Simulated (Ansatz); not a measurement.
Set up this calculation in Ansatz 0.2.0, as the native input.

```yaml
Task: elastic constants
Functional: r2SCAN
Potentials_or_basis: Ansatz PAW
Cutoff: "500 eV (not typed: the program's choice for these potentials)"
k_mesh: 6 × 6 × 6
Occupations: fixed
Spin: no spin polarisation
Atoms_under_strain: relaxed
```

The system is SnTe.

```
CELL_PARAMETERS angstrom
0.00000 3.15085 3.15085
3.15085 0.00000 3.15085
3.15085 3.15085 0.00000
ATOMIC_POSITIONS crystal
Te 0.50000 0.50000 0.50000
Sn 0.00000 0.00000 0.00000
```

One way to write it, as run:

input.yaml

```yaml
crystal:
  lattice:
    - [0.0, 3.15085, 3.15085]
    - [3.15085, 0.0, 3.15085]
    - [3.15085, 3.15085, 0.0]
  atoms:
    - { symbol: Te, position: [0.5, 0.5, 0.5] }
    - { symbol: Sn, position: [0.0, 0.0, 0.0] }
hamiltonian:
  xc: r2scan
  pseudopotentials: { kind: paw }
kpoints:
  mp_grid: { grid: [6, 6, 6] }
scf:
  occupations: { method: fixed }
output:
  forces: true
  stress: true
elastic:
  mode: relaxed_ion
  stencil: two_point
```

Potentials or basis: Ansatz PAW.

Launch:

```sh
$ ansatz run input.yaml --threads 2 --pin off --max-ram 5120MiB --backend cpu --events-out ev --progress --plain --runs-dir out
```

Results of the run:

* Pressure: 1.8 GPa
* Band gap on the k mesh: 0.03 eV, direct
* Elastic constants C11, C12, C44: 147, 6, 18 GPa
* Voigt bulk modulus: 53 GPa

Caveat: spin-orbit coupling is left out, which moves the levels of the heavy elements; the PAW data sets come from PBE, with cores solved anew for the run's functional, which leaves a small shift of forces and pressure.

It took 23 s on 2 threads of Intel(R) Xeon(R) Platinum 8259CL CPU @ 2.50GHz (Skylake/Cascade Lake), with other jobs on the host, peak memory 0.67 GiB.
